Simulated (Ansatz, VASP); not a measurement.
One calculation of MgO, two programs

```
Mg O
1.0
     3.22109    0.00000    0.00000
    -1.61055    2.78955    0.00000
     0.00000    0.00000    4.93160
Mg O
2 2
Direct
  0.33333 0.66667 0.99016
  0.66667 0.33333 0.49016
  0.33333 0.66667 0.38484
  0.66667 0.33333 0.88484
```

Alike in both runs: task single point; functional r2SCAN; k mesh 9 × 9 × 4; no spin polarisation.

|  | VASP | Ansatz |
| --- | --- | --- |
| version | VASP 6.6.1 | Ansatz 0.2.0 |
| potentials or method | VASP PAW PBE potentials, release 64 (Mg, O) | plane waves, PAW |
| plane-wave cutoff (eV) | 520 | 500 |
| occupations | gaussian, width 0.01 eV | fixed |
| valence electrons in the cell | 16 | 32 |

```csv
,VASP,Ansatz,Ansatz less VASP
gap on the k mesh at the Fermi level (eV),4.58,4.59,+0.015
pressure (GPa),8.5,8.9,+0.43
largest component of the traceless stress (GPa),0.75,0.77,+0.026
rms of the force components (eV/Å),0.032,0.033,+0.0007
```

Atom by atom the forces differ by 0.001 eV/Å (rms over components). The two sets of potentials don't hold the same shells in valence.

Caveats: the PAW data sets were made with another functional, which shifts forces and pressure a little (VASP). r2SCAN opens gaps a little over a GGA but as a rule still falls short of measured ones.
